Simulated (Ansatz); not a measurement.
Runs of Ansatz 0.2.0 on Hf. The structure is hexagonal, space group P6_3/mmc (No. 194). The conventional cell has a = 3.197 Å, b = 3.197 Å, c = 5.058 Å, α = 90.00°, β = 90.00°, γ = 120.00°. Hf (site symmetry -6m2) has 12 Hf at 3.13 to 3.20 Å as nearest neighbours. 

```csv
task,level,spin,k mesh,cutoff (eV),points for each segment of the path,q mesh,gap on the mesh (eV),V0 of scaled cells (Å³/atom),B0 (GPa)
equation of state,r2SCAN,off,10 × 10 × 5,500,-,-,-,22.32,108
band structure,PBEsol,"SOC, no magnetisation",10 × 10 × 5,420,14,-,none,-,-
phonons,PBEsol,off,8 × 8 × 6,420,8,2 × 2 × 2,none,-,-
equation of state,PBE,off,10 × 10 × 5,420,-,-,-,22.50,(a)
```

Alike in all rows: potentials or basis Ansatz PAW; cell as given; smearing fermi-dirac 0.05 eV.

Question: Fill in the values left out.

Answer: (a) 107.

Caveats: the cell was scaled at fixed shape and fractional positions, which overstates the stiffness of a crystal with free parameters, most of all of layers and chains (some runs); the PAW data sets come from PBE, with cores solved anew for the run's functional, which leaves a small shift of forces and pressure (some runs); the PAW data sets were made with another functional, which shifts forces and pressure a little (some runs).

A k mesh can miss the band edges, and rows without SOC leave out spin-orbit coupling on Hf.

A gap of «none» marks a metal or a gap under the smearing width.
